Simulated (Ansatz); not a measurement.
Runs of Ansatz 0.2.0 on Ga2O3. Symmetry: C2/m, No. 12, monoclinic system. Conventional cell: a = 12.214 Å, b = 3.037 Å, c = 5.798 Å, α = 90.00°, β = 103.83°, γ = 90.00°. Around Ga (site symmetry m) lie 6 O at 1.94 to 2.07 Å. Around Ga (site symmetry m) lie 4 O at 1.83 to 1.86 Å. O (site symmetry m) has 3 Ga at 1.83 to 1.94 Å as nearest neighbours. O (site symmetry m) is surrounded by 4 Ga at 1.86 to 2.07 Å. O (site symmetry m) is surrounded by 3 Ga at 1.83 to 1.94 Å. 

```tsv
task	level	cell	k mesh	cutoff (eV)	gap on the mesh (eV)	pressure (GPa)	relaxed volume (Å³/atom)	largest force (eV/Å)
relaxation of cell and atoms	RPBE	relaxed	9 × 9 × 5	420	1.90	0.0	11.28	-
relaxation of cell and atoms	PBE	relaxed	9 × 9 × 5	420	2.02	0.0	10.96	-
single point	PBE	as given	16 × 16 × 8	420	(a)	9.6	-	0.22
single point	PBE	as given	9 × 9 × 5	500	(c)	9.6	-	0.22
relaxation of cell and atoms	r2SCAN+rVV10	relaxed	9 × 9 × 5	500	(b)	0.0	10.42	-
```

Alike in all rows: potentials or basis Ansatz PAW; no spin polarisation; smearing fermi-dirac 0.05 eV.

Q: Fill in the values left out.

A: (a) 2.43; (b) 3.05; (c) 2.44.

Caveats: odd divisions of the mesh miss points on the zone boundary, where band edges often lie, so the gap on the mesh can be too wide (some runs); the plane-wave basis is chosen anew once the cell has moved, so the energies of steps on either side of that aren't comparable (some runs); the PAW data sets come from PBE, with cores solved anew for the run's functional, which leaves a small shift of forces and pressure (some runs).

A k mesh can miss the band edges, and the runs leave out spin-orbit coupling on Ga.
